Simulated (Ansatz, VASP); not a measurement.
# Cross-check of InSe between VASP and Ansatz

Aim: how closely do two programs agree when they are given the same cell, functional and k mesh? Of the first pair: The structure shown is the start of the Ansatz relaxation below; VASP solves that cell, so the two are compared at the walk's first step.

Main program and level: Ansatz 0.2.0; plane waves, with VASP 6.6.1 beside it; single point at PBE.

## 1. Set-up

The cell holds 8 atoms: 4 Se and 4 In. Cell: a = 4.000 Å, b = 4.000 Å, c = 29.798 Å, α = 90.0°, β = 90.0°, γ = 120.0°. It derives from InSe. Vacuum lies along c.

## 2. Ansatz: relaxation, PBE

Ansatz runs on its default PAW (the set named soft_2) files.

The two programs are compared at the cell with which this relaxation starts, whose forces are those of its first step.

The input, input.yaml:

```yaml
crystal:
  lattice:
    - [4.0, 0.0, 0.0]
    - [-2.0, 3.464101615, 0.0]
    - [0.0, 0.0, 29.797712]
  atoms:
    - { symbol: Se, position: [0.0, 0.0, 0.731523011] }
    - { symbol: In, position: [0.333333333, 0.666666667, 0.689008203] }
    - { symbol: In, position: [0.333333333, 0.666666667, 0.594348318] }
    - { symbol: Se, position: [0.0, 0.0, 0.551720213] }
    - { symbol: Se, position: [0.333333333, 0.666666667, 0.448279787] }
    - { symbol: In, position: [0.666666667, 0.333333333, 0.40576498] }
    - { symbol: In, position: [0.666666667, 0.333333333, 0.311105094] }
    - { symbol: Se, position: [0.333333333, 0.666666667, 0.268476989] }
kpoints:
  mp_grid: { grid: [12, 12, 1] }
scf:
  occupations: { method: fermi_dirac, width: 0.02 }
  n_extra_bands: 8
hamiltonian:
  xc: pbe
  pseudopotentials: { kind: paw }
output:
  forces: true
  write_potential: true
  volumetric_format: []
relax:
  f_tol: 0.01
  max_steps: 40
  cell: { fix: [c, alpha, beta] }
```

Command:

```sh
ansatz run input.yaml --threads 4 --pin off --max-ram 8192MiB --backend cpu --events-out ev --progress --plain --runs-dir out
```

Numbers of over 12 decimals in the logs are rounded to 6 here.

Log:

```text
scf.n_extra_bands = 8 over 58 filled bands (N_el = 116.0): the run solves 66 bands
Engine: ansatz 0.2.0, aarch64-unknown-linux-gnu
Pseudopotentials: kind: paw
Pseudopotential: Se, paw, valence charge 16, recommended cutoff 420 eV (normal), Se.paw.azcp
Pseudopotential: In, paw, valence charge 13, recommended cutoff 420 eV (normal), In.paw.azcp
Functional definition: PBE
  parameter kappa = 0.804
  parameter beta = 0.066725
  exchange = pbe_x(kappa = kappa, mu = beta*pi^2/3)
  correlation = pbe_c(beta = beta)
Crystal: 8 atoms, lattice volume = 412.889 Å³
Basis set: ecut = 420 eV, 8115 PW (Γ), exchange–correlation on 54×54×400 points (8 copies of the dense FFT grid, shifted against one another)
Bands: 66, of which v1, the nominal top of the filled ones, is band 58 counted from 1 (57 counted from 0)
Symmetry: 6 space group operations
Space group: P3m1 (ITA 156), of the structure as read, at distance tolerance 7.4e-5 Å
k-points: 19 of 144 (time reversal used)
Non-local potential: Se, projectors of the file, l = 0: 2, l = 1: 2, l = 2: 3, l = 3: 1
Non-local potential: In, projectors of the file, l = 0: 2, l = 1: 2, l = 2: 2, l = 3: 2
PAW form: soft (Blöchl's): semilocal exchange-correlation on the pseudo side does not see the compensation charge
PAW one-centre angular grid: Se, 590 points (default); XC on 64 Gauss nodes
PAW one-centre angular grid: In, 590 points (default); XC on 64 Gauss nodes
Initial density: superposition of atomic densities (neutral atoms: chi_scale 0, normalization atom), corrected by the library's trained network
Initial wavefunctions: pseudopotential atomic-orbital guess
Functional: x = pbe(κ = 0.804, μ = 0.219515), c = pbe(β = 0.066725)
SCF iter   1: F=—  HF=-44271.771969 eV  |F-HF|=—  |Δ(HF+E_count)|=         —  Δρ=1.67e-3  dr2=6.94e-2  ethr=1.77e-3  ⟨swp⟩=8.1  Hψ=5455  notcnv=0
preconditioner: auto → Resta (q_TF=auto, 2.208 Å⁻¹)  ε∞=2.5  [insulator: Δε(μ)=1.115 eV  Ē_g=13.202 eV  σ=0.020 eV  W_gap=1.00  n_scr=86 (ndim 8)  ℏωp=15.9 eV  f_vac=0.445  D(μ)=0.00/eV (n_scr^D=0)  ε∞_Penn≈2.5  vacuum switching on, ρ_ref=1.3e-2 e/Å³]
SCF iter   2: F=—  HF=-44271.770355 eV  |F-HF|=—  |Δ(HF+E_count)|=   1.61e-3  Δρ=1.13e-3  dr2=6.30e-2  ethr=5.98e-5  ⟨swp⟩=3.0  Hψ=1786  notcnv=0  defer=70
SCF iter   3: F=—  HF=-44271.764128 eV  |F-HF|=—  |Δ(HF+E_count)|=   6.23e-3  Δρ=4.50e-4  dr2=1.72e-3  ethr=5.43e-5  ⟨swp⟩=2.1  Hψ=1401  notcnv=0  defer=70
SCF iter   4: F=—  HF=-44271.764281 eV  |F-HF|=—  |Δ(HF+E_count)|=   1.54e-4  Δρ=2.26e-4  dr2=2.36e-4  ethr=1.48e-6  ⟨swp⟩=2.0  Hψ=1386  notcnv=0  defer=70
SCF iter   5: F=—  HF=-44271.764434 eV  |F-HF|=—  |Δ(HF+E_count)|=   1.53e-4  Δρ=6.05e-5  dr2=1.94e-5  ethr=2.03e-7  ⟨swp⟩=2.0  Hψ=1526  notcnv=0  defer=70
SCF iter   6: F=—  HF=-44271.764460 eV  |F-HF|=—  |Δ(HF+E_count)|=   2.57e-5  Δρ=2.97e-5  dr2=1.92e-5  ethr=1.67e-8  ⟨swp⟩=2.5  Hψ=2080  notcnv=0  defer=70
SCF iter   7: F=—  HF=-44271.764459 eV  |F-HF|=—  |Δ(HF+E_count)|=   1.30e-7  Δρ=1.11e-5  dr2=7.99e-7  ethr=1.65e-8  ⟨swp⟩=2.0  Hψ=1372  notcnv=0  defer=70
SCF iter   8: F=-44271.764460 eV  HF=-44271.764460 eV  |F-HF|=7.76e-8  |Δ(HF+E_count)|=   6.54e-7  Δρ=3.66e-6  dr2=8.33e-8  ethr=8.62e-11  ⟨swp⟩=7.9  Hψ=9412  notcnv=0
SCF 1 converged in 8 iterations: F = -44271.764460 eV  dr2 = 8.33e-8
  greatest PAW one-centre occupation: 1.000 electrons in one spin orbital (limit 2), on the Se atom at site 4 (counted from 0), in its partial waves of l = 2
relax step   1: F+E_penalty+E_count = -44271.76446018 eV  Δ(F+E_penalty+E_count) = +0.000e0 eV  max|allowed force component| = 3.753e-1 eV/Å  Δτ_max = 0.0000 Å  P = +1.419 GPa  Ω = 412.889 Å³  fix = [c, alpha, beta]  reactions: c +0.910 GPa  (8 SCF iters, dr2 threshold 1.00e-7 eV, accepted)
[...]
relax step   8: F+E_penalty+E_count = -44271.88973582 eV  Δ(F+E_penalty+E_count) = -1.304e-5 eV  max|allowed force component| = 2.979e-4 eV/Å  Δτ_max = 0.0164 Å  P = +0.001 GPa  Ω = 430.745 Å³  energy of the carried Pulay correction = -1.835e-3 eV  fix = [c, alpha, beta]  reactions: c +0.002 GPa  (10 SCF iters, accepted)
[...]
relax step   9: F+E_penalty+E_count = -44271.89146985 eV  Δ(F+E_penalty+E_count) = -1.734e-3 eV  max|allowed force component| = 4.495e-4 eV/Å  Δτ_max = 0.0000 Å  P = -0.001 GPa  Ω = 430.745 Å³  fix = [c, alpha, beta]  reactions: c +0.000 GPa  stress off target by 2.05e-3 GPa on what of the cell is left free  SCF on the basis re-selected at this cell (its energy is not comparable with the rows above)  (9 SCF iters)
basis re-selected at this cell: Δ(F+E_penalty+E_count) = -1.734e-3 eV, ΔP = -0.002 GPa vs the last step (what re-selecting the basis moved, of the pressure what is left beyond the Pulay correction that the steps carried, after the strain that the cell walked since its last selection, with what the two solves' SCF thresholds leave and, on support functions, any second-order correction that the steps lacked; it is no measure of the basis error at this ecutwfc). The dense FFT grid was sized anew with the basis: this SCF ran on 30×30×200 points, the steps before it on 27×27×200, so part of this shift can come from that change (see relax.cell in the input reference). [rest of the remark cut]
SCF converged after 9 iterations
Free energy (F): -44271.891470 eV
Harris-Foulkes:  -44271.891470 eV  (|F-HF|=6.72e-9)
Internal energy: -44271.891470 eV  (E = F + TS)
E sigma→0 (E₀):  -44271.891470 eV
Fermi energy:    1.596388 eV
--- Per-component energies (eV) ---
  E_band       = -2480.076595
  E_kinetic    = 1441.118699
  E_local      = -83741.940856  (includes V_loc(G=0)·N_el)
  E_nonlocal   = -914.019029
  E_hartree    = 40929.841161
  E_xc         = -1275.272804
  E_vxc        = -785.975730  (∫ρ·V_xc dr)
  E_paw        = -24265.657936  (= ΣΔE_a)
  E_vpaw       = -338.939631  (= ΣTr[D̂ρ^β])
  E_aug_tail   = -0.002313  (compensation charges beyond the density's cutoff)
  E_ewald      = 23554.041608
  E_smearing   = -0.000000  (= −TS)
  E_closure    = -0.000000  (closes the sum)
  Σ components = -44271.891470   (vs F -44271.891470, Δ=0.00e0)
--- Forces (eV/Å), atoms counted from 1 ---
  atom   1  Se     0.00000000    -0.00000000    -0.00026664
  atom   2  In     0.00000000     0.00000000     0.00044087
  atom   3  In     0.00000000     0.00000000    -0.00041237
  atom   4  Se     0.00000000    -0.00000000     0.00041489
  atom   5  Se     0.00000000    -0.00000000    -0.00040674
  atom   6  In     0.00000000     0.00000000     0.00040377
  atom   7  In     0.00000000     0.00000000    -0.00044937
  atom   8  Se     0.00000000    -0.00000000     0.00027642
  max |Σ_I F_I| component: 8.24e-7 eV/Å
--- Stress (GPa, compression-positive) ---
       -0.002046       0.000000       0.000000
       -0.000000      -0.002046       0.000000
        0.000000       0.000000       0.000016
  P = ⅓ Tr σ = -0.0014 GPa (-0.014 kbar)
--- Band table (eV; the first three rows and the last of 19) ---
  k-point 0: bands = [... 54 lower, 0.3508, 0.3508, 0.6058, 0.9777, 2.1320, 2.4712, 3.4745, 3.5052, ... 4 higher]
  k-point 1: bands = [... 54 lower, 0.2623, 0.2800, 0.7099, 1.0099, 2.5221, 2.7849, 3.8370, 3.8656, ... 4 higher]
  k-point 2: bands = [... 54 lower, 0.0747, 0.0970, 0.7619, 0.9860, 3.1051, 3.2608, 4.1662, 4.2226, ... 4 higher]
  k-point 18: bands = [... 54 lower, -0.4334, -0.4136, -0.2101, -0.1885, 3.4504, 3.4580, 3.8108, 3.8168, ... 4 higher]
--- Relaxed structure (8 steps of the walk, 8 accepted, 1 SCFs on fresh bases) ---
  F+E_penalty+E_count = -44271.89146985 eV   max|allowed force component| = 4.495e-4 eV/Å   (the final SCF, on the basis selected at the relaxed cell)
  cell:  # Å, volume = 430.7449 Å³
    - [4.085576, 0, 0]
    - [-2.042788, 3.538213, 0]
    - [0, 0, 29.797712]
  atoms:
    - { symbol: Se, position: [-2.3620632325449003e-17, -1.6190752446758426e-17, 0.746522] }
    - { symbol: In, position: [0.333333, 0.666667, 0.703768] }
    - { symbol: In, position: [0.333333, 0.666667, 0.608955] }
    - { symbol: Se, position: [-2.3765385057451702e-17, -1.6190752446758432e-17, 0.566194] }
    - { symbol: Se, position: [0.333333, 0.666667, 0.433865] }
    - { symbol: In, position: [0.666667, 0.333333, 0.391102] }
    - { symbol: In, position: [0.666667, 0.333333, 0.296287] }
    - { symbol: Se, position: [0.333333, 0.666667, 0.253533] }
```

The column dr2 measures how far the density is from self-consistency, as an energy; F and HF (Harris–Foulkes) agree once it is small.

## 3. VASP: single point, PBE, start cell, pair 1

The same cell, functional, mesh and smearing now go to VASP, with its own data sets.

Lines of VASP's logs that name or quote its potential files are left out, and so is its time.

The input, INCAR:

```
SYSTEM = InSe
PREC = Accurate
ENCUT = 400
EDIFF = 1E-06
NELM = 120
ISMEAR = -1
SIGMA = 0.02
LREAL = .FALSE.
ALGO = Normal
GGA = PE
NBANDS = 47
LORBIT = 11
LWAVE = .FALSE.
LCHARG = .FALSE.
ISIF = 2
LASPH = .TRUE.
GGA_COMPAT = .FALSE.
EFERMI = MIDGAP
KPAR = 2
```

The input, POSCAR:

```
InSe
1.0
    4.0000000000      0.0000000000      0.0000000000
   -2.0000000000      3.4641020000      0.0000000000
    0.0000000000      0.0000000000     29.7977120000
Se In
4 4
Direct
    0.0000000000      0.0000000000      0.7315230109
    0.0000000000      0.0000000000      0.5517202126
    0.3333333333      0.6666666667      0.4482797874
    0.3333333333      0.6666666667      0.2684769891
    0.3333333333      0.6666666667      0.6890082030
    0.3333333333      0.6666666667      0.5943483178
    0.6666666667      0.3333333333      0.4057649795
    0.6666666667      0.3333333333      0.3111050942
```

The input, KPOINTS:

```
Automatic mesh
0
Gamma
12 12 1
0 0 0
```

The projector-augmented-wave data sets are Se and In_d (PBE family, release 64).

Command:

```sh
mpirun -np 2 vasp_std
```

Log:

```text
[banner, memory and clock lines left out]
running    2 mpi-ranks, on    1 nodes
 distrk:  each k-point on    1 cores,    2 groups
 distr:  one band on    1 cores,    1 groups

 POSCAR found type information on POSCAR SeIn
 POSCAR found :  2 types and       8 ions
 LDA part: xc-table for (Slater+PW92), standard interpolation
 POSCAR, INCAR and KPOINTS ok, starting setup
 FFT: planning ... GRIDC
 FFT: planning ... GRID_SOFT
 FFT: planning ... GRID
 WAVECAR not read
 entering main loop
       N       E                     dE             d eps       ncg     rms          rms(c)
DAV:   1     0.651725086053E+03    0.65173E+03   -0.29190E+04  1930   0.126E+03
DAV:   2     0.541280256451E+02   -0.59760E+03   -0.58263E+03  1981   0.345E+02
DAV:   3    -0.252360704668E+02   -0.79364E+02   -0.78358E+02  2205   0.161E+02
DAV:   4    -0.290683502039E+02   -0.38323E+01   -0.38178E+01  2112   0.395E+01
DAV:   5    -0.292186777144E+02   -0.15033E+00   -0.15030E+00  2362   0.706E+00    0.996E+00
DAV:   6    -0.283367667842E+02    0.88191E+00   -0.15654E+00  2354   0.162E+01    0.601E+00
DAV:   7    -0.283217225912E+02    0.15044E-01   -0.11269E+00  2631   0.649E+00    0.131E+00
DAV:   8    -0.283076013616E+02    0.14121E-01   -0.12892E-01  2637   0.393E+00    0.107E+00
DAV:   9    -0.283098003613E+02   -0.21990E-02   -0.21816E-02  2319   0.767E-01    0.600E-01
DAV:  10    -0.283104046063E+02   -0.60424E-03   -0.26010E-03  2549   0.575E-01    0.196E-01
DAV:  11    -0.283106722931E+02   -0.26769E-03   -0.10551E-03  2445   0.234E-01    0.420E-02
DAV:  12    -0.283106924972E+02   -0.20204E-04   -0.13402E-04  2503   0.584E-02    0.479E-02
DAV:  13    -0.283107253089E+02   -0.32812E-04   -0.35087E-05  2257   0.224E-02    0.218E-02
DAV:  14    -0.283107591765E+02   -0.33868E-04   -0.81321E-06  1686   0.269E-02    0.107E-02
DAV:  15    -0.283108419724E+02   -0.82796E-04   -0.13384E-05  1692   0.209E-02    0.773E-03
DAV:  16    -0.283108743011E+02   -0.32329E-04   -0.25979E-06  1648   0.847E-03    0.510E-03
DAV:  17    -0.283108976568E+02   -0.23356E-04   -0.94202E-07  1533   0.940E-03    0.220E-03
DAV:  18    -0.283109190811E+02   -0.21424E-04   -0.33392E-06  1591   0.505E-03    0.135E-03
DAV:  19    -0.283109244428E+02   -0.53617E-05   -0.13212E-07  1428   0.366E-03    0.829E-04
DAV:  20    -0.283109321529E+02   -0.77101E-05   -0.12941E-07  1383   0.255E-03    0.800E-04
DAV:  21    -0.283109378268E+02   -0.56739E-05   -0.11692E-07  1375   0.247E-03    0.751E-04
DAV:  22    -0.283109411991E+02   -0.33723E-05   -0.74141E-08  1341   0.189E-03    0.411E-04
DAV:  23    -0.283109438257E+02   -0.26266E-05   -0.79241E-08  1345   0.105E-03    0.127E-04
DAV:  24    -0.283109442485E+02   -0.42278E-06   -0.14320E-08  1292   0.896E-04
   1 F= -.28310944E+02 E0= -.28310944E+02  d E =-.986255E-13
```

OUTCAR, selected parts (step 3):

```text
ion  position               nearest neighbor table
   1  0.000  0.000  0.732-   5 2.63   5 2.63   5 2.63
   2  0.000  0.000  0.552-   6 2.64   6 2.64   6 2.64
   3  0.333  0.667  0.448-   7 2.63   7 2.63   7 2.63
   4  0.333  0.667  0.268-   8 2.64   8 2.64   8 2.64
   5  0.333  0.667  0.689-   1 2.63   1 2.63   1 2.63   6 2.82
   6  0.333  0.667  0.594-   2 2.64   2 2.64   2 2.64   5 2.82
   7  0.667  0.333  0.406-   3 2.63   3 2.63   3 2.63   8 2.82
   8  0.667  0.333  0.311-   4 2.64   4 2.64   4 2.64   7 2.82

  LATTYP: Found a hexagonal cell.
 ALAT       =     4.0000000000
 C/A-ratio  =     7.4494280000

 Subroutine GETGRP returns: Found  6 space group operations
 (whereof  6 operations were pure point group operations)

The static configuration has the point symmetry C_3v.

 Found     19 irreducible k-points:

   k-points           NKPTS =     19   k-points in BZ     NKDIM =     19   number of bands    NBANDS=     47

   dimension x,y,z NGX =    28 NGY =   28 NGZ =  196
   dimension x,y,z NGXF=    56 NGYF=   56 NGZF=  392

   ENCUT  =  400.0 eV  29.40 Ry    5.42 a.u.   6.52  6.52 48.59*2*pi/ulx,y,z

   NELECT =      76.0000    total number of electrons

 k-points in reciprocal lattice and weights: Automatic mesh
   0.00000000  0.00000000  0.00000000       0.007
   0.08333333  0.00000000  0.00000000       0.042
   0.16666667  0.00000000  0.00000000       0.042
   0.25000000  0.00000000  0.00000000       0.042
   0.33333333  0.00000000  0.00000000       0.042
   0.41666667 -0.00000000  0.00000000       0.042
   0.50000000  0.00000000  0.00000000       0.021
   0.08333333  0.08333333  0.00000000       0.042
   0.16666667  0.08333333  0.00000000       0.083
[...]
0.33333333  0.25000000  0.00000000       0.083
   0.33333333  0.33333333  0.00000000       0.014

 average (electrostatic) potential at core
       1 -58.0942       2 -58.1200       3 -58.1212       4 -58.0784       5-101.1887
       6-101.1911       7-101.1876       8-101.1738

 E-fermi :   0.2052

 k-point     1 :       0.0000    0.0000    0.0000
  band No.  band energies     occupation
    ...
     34      -1.1401      2.00000
     35      -1.1149      2.00000
     36      -1.0888      2.00000
     37      -1.0888      2.00000
     38      -0.4007      2.00000
     39       0.7570      0.00000
     40       1.4049      0.00000
     41       2.1605      0.00000
     42       2.2064      0.00000
     43       4.4172      0.00000
    ...

 k-point     2 :       0.0833    0.0000    0.0000
  band No.  band energies     occupation
    ...
     34      -1.2611      2.00000
     35      -1.2231      2.00000
     36      -1.1612      2.00000
     37      -0.9151      2.00000
     38      -0.3465      2.00000
     39       1.1857      0.00000
     40       1.6659      0.00000
     41       2.5531      0.00000
     42       2.5704      0.00000
     43       4.0362      0.00000
    ...

 k-point     3 :       0.1667    0.0000    0.0000
  band No.  band energies     occupation
    ...
     34      -1.4826      2.00000
     35      -1.4346      2.00000
     36      -1.3523      2.00000
     37      -0.8352      2.00000
     38      -0.3855      2.00000
     39       1.8037      0.00000
     40       2.0407      0.00000
     41       2.8296      0.00000
     42       2.9041      0.00000
     43       3.7918      0.00000
    ...

  Total        4.3252168      4.3252177      2.3428709      0.0000000     -0.0000000      0.0000000
  in kB       16.7835907     16.7835944      9.0912869      0.0000000     -0.0000000      0.0000000
  external PRESSURE =      14.2194906 kB  Pullay stress =       0.0000000 kB

  energy-cutoff  :      400.00
  volume of cell :      412.89
      direct lattice vectors                 reciprocal lattice vectors
     4.000000000  0.000000000  0.000000000     0.250000000  0.144337551  0.000000000
    -2.000000000  3.464102000  0.000000000     0.000000000  0.288675103  0.000000000
     0.000000000  0.000000000 29.797712000     0.000000000  0.000000000  0.033559624

 POSITION                                       TOTAL-FORCE (eV/Angst)
 -----------------------------------------------------------------------------------
      0.00000      0.00000     21.79771         0.000000      0.000000      0.377928
      0.00000      0.00000     16.44000         0.000000      0.000000     -0.259469
     -0.00000      2.30940     13.35771        -0.000000      0.000000      0.277477
     -0.00000      2.30940      8.00000         0.000000      0.000000     -0.355651
     -0.00000      2.30940     20.53087        -0.000000      0.000000     -0.361807
     -0.00000      2.30940     17.71022        -0.000000     -0.000000      0.373192
      2.00000      1.15470     12.09087        -0.000000     -0.000000     -0.391054
      2.00000      1.15470      9.27022        -0.000000      0.000000      0.339385
 -----------------------------------------------------------------------------------
    total drift:                               -0.000000     -0.000010     -0.000692

  FREE ENERGIE OF THE ION-ELECTRON SYSTEM (eV)
  ---------------------------------------------------
  free  energy   TOTEN  =       -28.3109442485 eV

  energy  without entropy=      -28.3109442485  energy(sigma->0) =      -28.31094425

 total charge
# of ion       s       p       d       tot
------------------------------------------
    1        1.470   2.349   0.022   3.841
    2        1.473   2.345   0.024   3.841
    3        1.472   2.346   0.024   3.842
    4        1.470   2.348   0.022   3.840
    5        0.857   0.671   9.886  11.414
    6        0.858   0.671   9.885  11.414
    7        0.858   0.672   9.885  11.416
    8        0.857   0.670   9.886  11.413
--------------------------------------------------
tot          9.314  12.072  39.634  61.020

[... 3 further parts left out ...]
```

## 4. Differences

Known differences besides the potentials themselves: the data sets hold 116 valence electrons in Ansatz (on its default PAW (the set named soft_2) files) and 76 in VASP; the cutoff is 420 eV in Ansatz and 400 eV in VASP. Total energies have different zeros and are not compared.

Forces (eV/Å; atoms numbered as in POSCAR):

```csv
atom,"Ansatz x, y, z","VASP x, y, z"
Se1,"0.000, 0.000, 0.362","0.000, 0.000, 0.378"
Se2,"0.000, 0.000, -0.243","0.000, 0.000, -0.259"
Se3,"0.000, 0.000, 0.261","0.000, 0.000, 0.277"
Se4,"0.000, 0.000, -0.340","0.000, 0.000, -0.356"
In5,"0.000, 0.000, -0.347","0.000, 0.000, -0.362"
In6,"0.000, 0.000, 0.358","0.000, 0.000, 0.373"
In7,"0.000, 0.000, -0.375","0.000, 0.000, -0.391"
In8,"0.000, 0.000, 0.324","0.000, 0.000, 0.339"
```

The forces differ by 9.2 meV/Å r.m.s., which is 4.6 % of the r.m.s. force of 0.199 eV/Å (both taken over all components). With vacuum in the cell, a pressure given here is an average over mostly empty space and none of the material.

[end of part 1 of 2]

[Lines on the potential files, build, host, timing and source positions are cut from VASP's logs without a mark.]

[Logs are printed without paths, hosts, clocks, repeated set-up lines and the standing remarks that a program may print on its own settings, such as how far it seeks lower states.]

[Hosts, paths, dates, database ids (printed as entryN), source tags and the programs' standing remarks are cut or masked in the printed files.]
